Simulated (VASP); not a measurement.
# BN (R3m) in VASP: further runs

Runs on BN. Level: PBE. Tasks: single point, relaxation of cell and atoms.

Everything below comes from runs of VASP 6.6.1. Logs are shortened: lines on timing, memory, paths and dates and some standing lists are left out, and cuts for length are marked.

## Step 1: Starting point

The structure is trigonal, space group R3m (No. 160). Conventional cell: a = 2.502 Å, b = 2.502 Å, c = 10.119 Å, α = 90.00°, β = 90.00°, γ = 120.00°. Around N (site symmetry 3m) lie 3 B at 1.44 Å. Around B (site symmetry 3m) lie 3 N at 1.44 Å.

The cell is a database's computed one.

## Step 2: Single point, PBE

The input, INCAR:

```
SYSTEM = BN
ALGO = Fast
EDIFF = 1E-6
ENCUT = 520
GGA = PE
ISIF = 2
ISMEAR = 0
LASPH = .TRUE.
LCHARG = .FALSE.
LREAL = .FALSE.
LWAVE = .FALSE.
NBANDS = 11
NELM = 100
PREC = Accurate
SIGMA = 0.028999999999999998
```

The input, KPOINTS:

```
k-points
0
G
  12 12 12
  0 0 0
```

The input, POSCAR:

```
BN
1.0
    1.2511217832      0.7223354983      3.3729344033
   -1.2511217832      0.7223354983      3.3729344033
    0.0000000000     -1.4446709966      3.3729344033
N B
1 1
Direct
    0.6672382000      0.6672382000      0.6672382000
    0.0003288000      0.0003288000      0.0003288000
```

Potentials or basis: VASP PAW PBE potentials, release 64 (N, B).

Command:

```sh
> cat potpaw_PBE.64/N/POTCAR potpaw_PBE.64/B/POTCAR > POTCAR
> mpirun -np 1 vasp_std > vasp.out
```

OUTCAR:

```text
SYSTEM = BN
   EDIFF = 1E-6
   ENCUT = 520
   GGA = PE
   ISIF = 2
   ISMEAR = 0
   LASPH = .TRUE.
   LREAL = .FALSE.
   NELM = 100
   PREC = Accurate

 ion  position               nearest neighbor table
   1  0.667  0.667  0.667-   2 1.44   2 1.44   2 1.44
   2  0.000  0.000  0.000-   1 1.44   1 1.44   1 1.44

  LATTYP: Found a trigonal (rhomboedric) cell.
 ALAT       =     3.6692997666
 COS(alpha) =     0.7674786797

  Lattice vectors:

 A1 = (   1.2511217832,   0.7223354983,   3.3729344033)
 A2 = (  -1.2511217832,   0.7223354983,   3.3729344033)
 A3 = (   0.0000000000,  -1.4446709966,   3.3729344033)

Analysis of symmetry for initial positions (statically):
=====================================================================
 Subroutine PRICEL returns:
 Original cell was already a primitive cell.

 Routine SETGRP: Setting up the symmetry group for a
 trigonal (rhombohedral) supercell.

 Subroutine GETGRP returns: Found  6 space group operations
 (whereof  6 operations were pure point group operations)
 out of a pool of 12 trial point group operations.

The static configuration has the point symmetry C_3v.

Analysis of symmetry for dynamics (positions and initial velocities):
=====================================================================
 Subroutine PRICEL returns:
 Original cell was already a primitive cell.

 Routine SETGRP: Setting up the symmetry group for a
 trigonal (rhombohedral) supercell.

 Subroutine GETGRP returns: Found  6 space group operations
 (whereof  6 operations were pure point group operations)
 out of a pool of 12 trial point group operations.

The dynamic configuration has the point symmetry C_3v.

 Subroutine INISYM returns: Found  6 space group operations
 (whereof  6 operations are pure point group operations),
 and found     1 'primitive' translations

----------------------------------------------------------------------------------------

                                     Primitive cell

  volume of cell :      18.2893

  direct lattice vectors                    reciprocal lattice vectors
     1.251121783  0.722335498  3.372934403     0.399641351  0.230733042  0.098825916
    -1.251121783  0.722335498  3.372934403    -0.399641351  0.230733042  0.098825916
     0.000000000 -1.444670997  3.372934403     0.000000000 -0.461466083  0.098825916

  length of vectors
     3.669299767  3.669299767  3.669299767     0.471929558  0.471929558  0.471929558

  position of ions in fractional coordinates (direct lattice)
     0.667238200  0.667238200  0.667238200
     0.000328800  0.000328800  0.000328800

  ion indices of the primitive-cell ions
   primitive index   ion index
                 1           1
                 2           2

----------------------------------------------------------------------------------------

 KPOINTS: k-points

Automatic generation of k-mesh.
 Grid dimensions read from file:
 generate k-points for:   12   12   12

 Generating k-lattice:

  Cartesian coordinates                     Fractional coordinates (reciprocal lattice)
     0.033303446  0.019227753  0.008235493     0.083333333  0.000000000  0.000000000
    -0.033303446  0.019227753  0.008235493     0.000000000  0.083333333  0.000000000
     0.000000000 -0.038455507  0.008235493     0.000000000  0.000000000  0.083333333

  Length of vectors
     0.039327463  0.039327463  0.039327463

  Shift w.r.t. Gamma in fractional coordinates (k-lattice)
     0.000000000  0.000000000  0.000000000

 Subroutine IBZKPT returns following result:
 ===========================================

 Found    189 irreducible k-points:

 Following reciprocal coordinates:
            Coordinates               Weight
  0.000000  0.000000  0.000000      1.000000
  0.083333 -0.000000 -0.000000      6.000000
  0.166667 -0.000000  0.000000      6.000000
  0.250000 -0.000000 -0.000000      6.000000
  0.333333 -0.000000  0.000000      6.000000
  0.416667 -0.000000 -0.000000      6.000000
[... 16 lines left out ...]
  0.500000  0.166667 -0.000000     12.000000
 -0.416667  0.166667  0.000000     12.000000
 [... further k-points ...]
   k-points           NKPTS =    189   k-points in BZ     NKDIM =    189   number of bands    NBANDS=     11
   number of dos      NEDOS =    301   number of ions     NIONS =      2
   total plane-waves  NPLWV =  21952
   dimension x,y,z NGX =    28 NGY =   28 NGZ =   28
   dimension x,y,z NGXF=    56 NGYF=   56 NGZF=   56
   ions per type =               1   1
   NGX,Y,Z   is equivalent  to a cutoff of  12.69, 12.69, 12.69 a.u.
   NGXF,Y,Z  is equivalent  to a cutoff of  25.37, 25.37, 25.37 a.u.
 SYSTEM =  BN
   PREC   = accura    normal or accurate (medium, high low for compatibility)
   ISTART =      0    job   : 0-new  1-cont  2-samecut
   ICHARG =      2    charge: 1-file 2-atom 10-const
   ISPIN  =      1    spin polarized calculation?
   LNONCOLLINEAR =      F non collinear calculations
   LSORBIT =      F    spin-orbit coupling
   LASPH  =      T    aspherical Exc in radial PAW
   ENCUT  =  520.0 eV  38.22 Ry    6.18 a.u.   6.82  6.82  6.82*2*pi/ulx,y,z
   NELM   =    100;   NELMIN=  2; NELMDL= -5     # of ELM steps
   EDIFF  = 0.1E-05   stopping-criterion for ELM
   LREAL  =      F    real-space projection
   EDIFFG = 0.1E-04   stopping-criterion for IOM
   NSW    =      0    number of steps for IOM
   IBRION =     -1    ionic relax: 0-MD 1-quasi-New 2-CG
   NFREE  =      0    steps in history (QN), initial steepest desc. (CG)
   ISIF   =      2    stress and relaxation
   ISYM   =      2    0-nonsym 1-usesym 2-fastsym
   POTIM  = 0.5000    time-step for ionic-motion
   TEBEG  =    0.0;   TEEND  =   0.0 temperature during run
   PSTRESS=    0.0 pullay stress
   NELECT =       8.0000    total number of electrons
   NUPDOWN=      -1.0000    fix difference up-down
   EMIN   =  10.00;   EMAX   =-10.00  energy-range for DOS
   EFERMI =   0.00;   METHOD = LEGACY
   ISMEAR =     0;   SIGMA  =   0.03  broadening in eV -4-tet -1-fermi 0-gaus
   EFERMI_NEDOS =   21; number of points for ismear=-14 and -15
   IALGO  =     68    algorithm
   IMIX   =      4    mixing-type and parameters
     AMIX     =   0.40;   BMIX     =  1.00
     AMIX_MAG =   1.60;   BMIX_MAG =  1.00
  volume/ion in A,a.u.               =       9.14        61.71
  Fermi-wavevector in a.u.,A,eV,Ry     =   1.242717  2.348395 21.012099  1.544346
  Thomas-Fermi vector in A             =   2.377059
   LORBIT       =      0    0 simple, 1 ext, 2 COOP (PROOUT), +10 PAW based schemes
   GGA     = PE    functional components
   LHFCALC =     F    Hartree Fock is set to
   AEXX    =    0.0000 exact exchange contribution
   IVDW    =     0    specifies the selected vdW correction
   LEPSILON=     F    determine dielectric tensor
   LRPA    =     F    only Hartree local field effects (RPA)
 non-spin polarized calculation
 RMM-DIIS sequential band-by-band and
 Gauss-broadening in eV      SIGMA  =   0.03
  energy-cutoff  :      520.00
  volume of cell :       18.29
 maximum number of plane-waves:       517
   NGX = 13   NGY = 13   NGZ = 13

 number of electron       8.0000000 magnetization

 Free energy of the ion-electron system (eV)
  ---------------------------------------------------
  ext. energy  EPLUGINS =         0.00000000
  ---------------------------------------------------
  free energy    TOTEN  =       -17.58097462 eV

  energy without entropy =      -17.58097462  energy(sigma->0) =      -17.58097462

 E-fermi :   2.3703     XC(G=0):  -9.9782

 val. band max:        2.1343411480   @ k =  -0.3333   0.3333   0.0000
 cond. band min:       6.4157839556   @ k =   0.5000   0.5000  -0.0000
 fundamental gap:      4.2814428076
 Fermi energy:         2.3702746987

 k-point     1 :       0.0000    0.0000    0.0000
  band No.  band energies     occupation
      1     -15.6428      2.00000
      2      -2.0453      2.00000
      3       0.8469      2.00000
      4       0.8469      2.00000
      5       7.3034      0.00000
      6      13.8148      0.00000
      7      13.8148      0.00000
      8      15.2773      0.00000
      9      16.8768      0.00000
     10      28.0519      0.00000
     11      30.0611      0.00000

 k-point     2 :       0.0833   -0.0000   -0.0000
  band No.  band energies     occupation
      1     -15.5048      2.00000
      2      -1.8963      2.00000
      3       0.2791      2.00000
      4       0.5900      2.00000
      5       7.5857      0.00000
      6      13.7460      0.00000
      7      14.4079      0.00000
      8      14.8051      0.00000
      9      17.3082      0.00000
     10      28.0953      0.00000
     11      28.5147      0.00000

 k-point     3 :       0.1667   -0.0000    0.0000
  band No.  band energies     occupation
      1     -15.0990      2.00000
      2      -1.4648      2.00000
      3      -1.1346      2.00000
      4      -0.0361      2.00000
      5       8.3281      0.00000
      6      13.4852      0.00000
      7      13.6690      0.00000
      8      16.0199      0.00000
      9      18.3529      0.00000
     10      25.3592      0.00000
     11      27.6342      0.00000
[... 267 lines left out ...]
 k-point    23 :       0.5000    0.1667   -0.0000
  band No.  band energies     occupation
      1     -12.5286      2.00000
      2      -5.9536      2.00000
      3      -3.1084      2.00000
      4       1.2113      2.00000
      5       7.9119      0.00000
      6      13.6178      0.00000
      7      15.4720      0.00000
      8      17.3450      0.00000
      9      19.4829      0.00000
     10      22.4481      0.00000
     11      25.5033      0.00000

 k-point    24 :      -0.4167    0.1667    0.0000
  band No.  band energies     occupation
      1     -12.1993      2.00000
      2      -6.4611      2.00000
      3      -3.2794      2.00000
      4       1.8140      2.00000
      5       7.3107      0.00000
      6      13.6640      0.00000
      7      15.7178      0.00000
      8      16.5481      0.00000
      9      19.8663      0.00000
     10      23.0855      0.00000
     11      25.2838      0.00000

 [... further k-points ...]

------------------------ aborting loop because EDIFF is reached ----------------------------------------

  FORCE on cell =-STRESS in cart. coord.  units (eV):
  Direction    XX          YY          ZZ          XY          YZ          ZX
  --------------------------------------------------------------------------------------
  -------------------------------------------------------------------------------------
  Total        0.4942419      0.4942419      0.2542826      0.0000000      0.0000000      0.0000000
  in kB       43.2964706     43.2964706     22.2756038      0.0000000      0.0000000      0.0000000
  external PRESSURE =      36.2895150 kB  Pullay stress =       0.0000000 kB

 VOLUME and BASIS-vectors are now :
 -----------------------------------------------------------------------------
  energy-cutoff  :      520.00
  volume of cell :       18.29
      direct lattice vectors                 reciprocal lattice vectors
     1.251121783  0.722335498  3.372934403     0.399641351  0.230733042  0.098825916
    -1.251121783  0.722335498  3.372934403    -0.399641351  0.230733042  0.098825916
     0.000000000 -1.444670997  3.372934403     0.000000000 -0.461466083  0.098825916

 POSITION                                       TOTAL-FORCE (eV/Angst)
 -----------------------------------------------------------------------------------
      0.00000      0.00000      6.75165         0.000000     -0.000000     -0.002956
      0.00000      0.00000      0.00333         0.000000      0.000000      0.002956
 -----------------------------------------------------------------------------------
    total drift:                               -0.000000      0.000000      0.000147

  FREE ENERGIE OF THE ION-ELECTRON SYSTEM (eV)
  ---------------------------------------------------
  free  energy   TOTEN  =       -17.5809746157 eV

  energy  without entropy=      -17.5809746157  energy(sigma->0) =      -17.58097462
```

Run time: 55 s. Hardware: 1 thread of Intel Xeon Platinum 8375C at 2.90GHz (Ice Lake), shared host; peak memory 0.17 GiB.

Results:

```yaml
Free_energy: -17.5810 eV
Pressure: 3.6 GPa
Band_gap_on_the_k_mesh: 4.28 eV, indirect (least direct gap 4.70 eV)
```

Forces in eV/Å, atoms in the order of the input:
```
N    0.000  0.000 -0.003
B    0.000  0.000  0.003
```

Stress tensor (GPa, compression positive):
```
4.33 0.00 0.00
0.00 4.33 0.00
0.00 0.00 2.23
```

A k mesh can miss the band edges. PBE gaps usually lie below the measured ones, often by a third to a half.

## Step 3: Relaxation of cell and atoms, PBE

The input, INCAR:

```
  PREC = Accurate
  ENCUT = 980
  EDIFF = 1E-6
  ISMEAR = -1
  SIGMA = 0.05
  LREAL = F
  LASPH = T
  NELM = 80
  ALGO = Normal
  ISIF = 3
  LWAVE = F
  LCHARG = F
  GGA = PE
  IBRION = 2
  NSW = 40
  EDIFFG = -0.005
```

The input, KPOINTS:

```
regular mesh
0
Gamma
  12 12 12
```

POSCAR is that of step 2.

Potentials or basis: VASP PAW PBE potentials, release 64 (N_h, B_h).

Command:

```sh
> cat potpaw_PBE.64/N_h/POTCAR potpaw_PBE.64/B_h/POTCAR > POTCAR
> mpirun -np 1 vasp_std > vasp.out
```

OUTCAR:

```text
PREC = Accurate
   ENCUT = 980
   EDIFF = 1E-6
   ISMEAR = -1
   LREAL = F
   LASPH = T
   NELM = 80
   ISIF = 3
   GGA = PE
   IBRION = 2
   NSW = 40
   EDIFFG = -0.005

 ion  position               nearest neighbor table
   1  0.667  0.667  0.667-   2 1.44   2 1.44   2 1.44
   2  0.000  0.000  0.000-   1 1.44   1 1.44   1 1.44

  LATTYP: Found a trigonal (rhomboedric) cell.
 ALAT       =     3.6692997666
 COS(alpha) =     0.7674786797

  Lattice vectors:

 A1 = (   1.2511217832,   0.7223354983,   3.3729344033)
 A2 = (  -1.2511217832,   0.7223354983,   3.3729344033)
 A3 = (   0.0000000000,  -1.4446709966,   3.3729344033)

Analysis of symmetry for initial positions (statically):
=====================================================================
 Subroutine PRICEL returns:
 Original cell was already a primitive cell.
[... 552 lines left out ...]

--------------------------------------- Ionic step       10  -------------------------------------------

 number of electron       8.0000000 magnetization

------------------------ aborting loop because EDIFF is reached ----------------------------------------
[... 67 lines left out ...]
--------------------------------------- Ionic step       12  -------------------------------------------

 number of electron       8.0000000 magnetization

 Free energy of the ion-electron system (eV)
  ---------------------------------------------------
  ext. energy  EPLUGINS =         0.00000000
  ---------------------------------------------------
  free energy    TOTEN  =       -17.61759739 eV

  energy without entropy =      -17.61759739  energy(sigma->0) =      -17.61759739

 E-fermi :   3.4875     XC(G=0):  -9.4318

 val. band max:        2.4291748938   @ k =  -0.3333   0.3333   0.0000
 cond. band min:       6.8454223001   @ k =   0.5000   0.5000  -0.0000
 fundamental gap:      4.4162474062
 Fermi energy:         3.4874879988

 k-point     1 :       0.0000    0.0000    0.0000
  band No.  band energies     occupation
      1     -15.2391      2.00000
      2      -2.1132      2.00000
      3       1.0941      2.00000
      4       1.0941      2.00000
      5       7.1735      0.00000
      6      13.9934      0.00000
      7      13.9934      0.00000
      8      15.2272      0.00000
[... 282 lines left out ...]
  FREE ENERGIE OF THE ION-ELECTRON SYSTEM (eV)
  ---------------------------------------------------
  free  energy   TOTEN  =       -17.6175973874 eV

  energy  without entropy=      -17.6175973874  energy(sigma->0) =      -17.61759739

 reached required accuracy - stopping structural energy minimisation
```

OSZICAR:

```text
N       E                     dE             d eps       ncg     rms          rms(c)
DAV:   1     0.318744676377E+02    0.31874E+02   -0.61009E+03  3032   0.143E+03
DAV:   2    -0.173077778952E+02   -0.49182E+02   -0.47046E+02  4248   0.183E+02
DAV:   3    -0.193506322494E+02   -0.20429E+01   -0.20429E+01  3520   0.491E+01
DAV:   4    -0.193652998532E+02   -0.14668E-01   -0.14668E-01  5256   0.386E+00
[... 90 lines left out ...]
DAV:   4    -0.176175767923E+02    0.10501E-06   -0.10457E-06  1952   0.868E-03
  11 F= -.17617577E+02 E0= -.17617577E+02  d E =0.168611E-04
       N       E                     dE             d eps       ncg     rms          rms(c)
DAV:   1    -0.176176029093E+02   -0.26012E-04   -0.68003E-03  3024   0.104E+00    0.160E-02
DAV:   2    -0.176175982312E+02    0.46782E-05   -0.39078E-05  4520   0.642E-02    0.671E-03
DAV:   3    -0.176175973874E+02    0.84375E-06   -0.42752E-06  3960   0.185E-02
  12 F= -.17617597E+02 E0= -.17617597E+02  d E =-.373399E-05
```

Run time: 13 min. Hardware: 1 thread of Intel Xeon Platinum 8375C at 2.90GHz (Ice Lake), shared host; peak memory 0.27 GiB.

What came out:

* Free energy: -17.6176 eV
* Relaxed volume: 10.07 Å³/atom
* Relaxed cell: a = 3.963 Å, b = 3.963 Å, c = 3.963 Å, α = 36.95°, β = 36.95°, γ = 36.95°
* Space group after relaxing (to 0.05 Å): R3m (No. 160)
* Energy gained by relaxing: 6.8 meV/atom
* Ionic steps: 12
* Pressure after relaxing: 0.0 GPa
* Band gap on the k mesh: 4.42 eV, indirect (least direct gap 4.66 eV)

Step by step:
| step | energy change (eV) | largest force (eV/Å) | pressure (GPa) | volume (Å³) |
| --- | --- | --- | --- | --- |
| 1 | 0.0000 | 0.0032 | 3.45 | 18.29 |
| 2 | 0.0030 | 0.0003 | -4.23 | 18.82 |
| 3 | -0.0023 | 0.0018 | 0.31 | 18.50 |
| 4 | -0.0039 | 0.0015 | 0.25 | 18.61 |
| 5 | -0.0078 | 0.0003 | 0.14 | 18.97 |
| 6 | -0.0125 | 0.0080 | -0.09 | 19.67 |
| 7 | -0.0105 | 0.0331 | -0.61 | 21.08 |
| 8 | -0.0136 | 0.0166 | -0.27 | 20.16 |
| 9 | -0.0119 | 0.0508 | 2.43 | 19.99 |
| 10 | -0.0136 | 0.0087 | 0.04 | 20.14 |
| 11 | -0.0136 | 0.0231 | -0.05 | 20.15 |
| 12 | -0.0136 | 0.0005 | 0.02 | 20.15 |

Final structure:
```
N B
1.0
     1.25569    0.72498    3.68820
    -1.25569    0.72498    3.68820
     0.00000   -1.44995    3.68820
N B
1 1
Direct
  0.66715 0.66715 0.66715
  0.00041 0.00041 0.00041
```

Levels at points of the mesh, in eV from the valence-band top:
| k point | band 2 | band 3 | band 4 | band 5 | band 6 | band 7 |
| --- | --- | --- | --- | --- | --- | --- |
| (0.00, 0.00, 0.00) | -4.54 | -1.34 | -1.34 | 4.74 | 11.56 | 11.56 |
| (0.50, 0.00, 0.00) | -8.87 | -4.10 | -0.72 | 5.12 | 9.69 | 12.67 |
| (0.50, 0.50, 0.00) | -8.81 | -4.12 | -1.06 | 4.42 | 9.82 | 13.64 |
| (0.50, 0.50, 0.50) | -5.78 | -1.34 | -1.34 | 9.06 | 11.39 | 11.53 |

A k mesh can miss the band edges. PBE gaps usually lie below the measured ones, often by a third to a half.

(Continued in part 2 of 2.)
